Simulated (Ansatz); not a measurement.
Crystal: Cl.

```
CELL_PARAMETERS angstrom
3.14500 -2.25000 0.00000
3.14500 2.25000 0.00000
0.00000 0.00000 8.21000
ATOMIC_POSITIONS crystal
Cl 0.37000 0.63000 0.40000
Cl 0.13000 0.87000 0.90000
Cl 0.63000 0.37000 0.60000
Cl 0.87000 0.13000 0.10000
```

| Property | Result |
| --- | --- |
| Program | Ansatz 0.2.0 |
| Task | single point |
| Functional | PBE |
| Potentials or basis | all-electron LAPW, scalar-relativistic |
| Cutoff | 307 eV (chosen from the basis error) |
| Basis error allowed | 0.001 eV/atom |
| k mesh | 7 × 7 × 4 |
| Occupations | fermi-dirac, width 0.05 eV |
| Spin | no spin polarisation |

On this cell: pressure 0.7 GPa; largest force 0.097 eV/Å; band gap on the k mesh 2.50 eV, indirect (least direct gap 2.56 eV).

The same run follows on a disturbed copy (atoms moved at random, drawn with an rms of 0.05 Å):

```
Cl
1.0
     3.14500   -2.25000    0.00000
     3.14500    2.25000    0.00000
     0.00000    0.00000    8.21000
Cl
4
Direct
  0.38678 0.62888 0.40016
  0.12135 0.88168 0.90159
  0.62675 0.36759 0.60135
  0.86819 0.13529 0.09859
```

Task: What does the disturbed cell give?

Result: The energy moves by +3.3 meV/atom; pressure 1.6 GPa; largest force 0.723 eV/Å; band gap on the k mesh 2.63 eV, indirect (least direct gap 2.67 eV).

Forces in eV/Å, atoms in the order of the input:
```
Cl  -0.026  0.113 -0.271
Cl  -0.007 -0.338 -0.635
Cl   0.026 -0.116  0.269
Cl   0.007  0.341  0.637
```

Stress tensor (GPa, compression positive):
```
1.22 0.01 0.02
0.01 1.35 0.56
0.02 0.56 2.12
```

Caveats: an odd mesh through Γ misses points on the zone boundary, where band edges often lie.
